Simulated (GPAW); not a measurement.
A run of GPAW 26.7.0:

File run.py:

```python
from ase import Atoms
from ase.calculators.mixing import SumCalculator
from ase.filters import FrechetCellFilter
from ase.io import write
from ase.optimize import BFGS
from dftd3.ase import DFTD3
from gpaw import GPAW, PW, setup_paths

setup_paths.insert(0, '.')

atoms = Atoms(['Cu', 'Al', 'Al', 'Al'],
              cell=[[3.924151, 0.0, 0.0],
                    [0.0, 3.924151, 0.0],
                    [0.0, 0.0, 3.924151]],
              scaled_positions=[[0.0, 0.0, 0.0],
                                [0.5, 0.5, 0.0],
                                [0.5, 0.0, 0.5],
                                [0.0, 0.5, 0.5]],
              pbc=True)

calc = GPAW(mode=PW(600),
            xc='PBEsol',
            kpts={'size': (7, 7, 7), 'gamma': True},
            occupations={'name': 'fermi-dirac', 'width': 0.05},
            nbands=22,
            convergence={'density': 1e-05, 'forces': 0.0001},
            maxiter=150,
            txt='gpaw.txt')
atoms.calc = SumCalculator([calc, DFTD3(damping='d3bj', params_tweaks=dict(method='pbesol', atm=True))])
opt = BFGS(FrechetCellFilter(atoms), trajectory='relax.traj', logfile='-')
done = opt.run(fmax=0.02, steps=60)
calc.write('gs.gpw')
write('result.traj', atoms)
print('Converged:', done)
print('Cell:', atoms.cell.cellpar().round(4))
print('Volume:', round(atoms.get_volume(), 4))
print(atoms.get_scaled_positions().round(5))
```

Potentials or basis: PAW data sets generated in the run's folder for this functional, pw.

Run with:

```bash
$ gpaw-setup -f PBEsol Al Cu
$ OMP_NUM_THREADS=1 python run.py
```

Hardware: 1 thread of Arm Neoverse V1, on a shared host.

**Question.** How long does it take, and how much memory?

**Answer.** It took 87 s on 1 thread of Arm Neoverse V1, on a shared host, peak memory 0.22 GiB. Counts: scf iterations 47, plane waves 2034, bands 22, k points 20, ion steps 4.
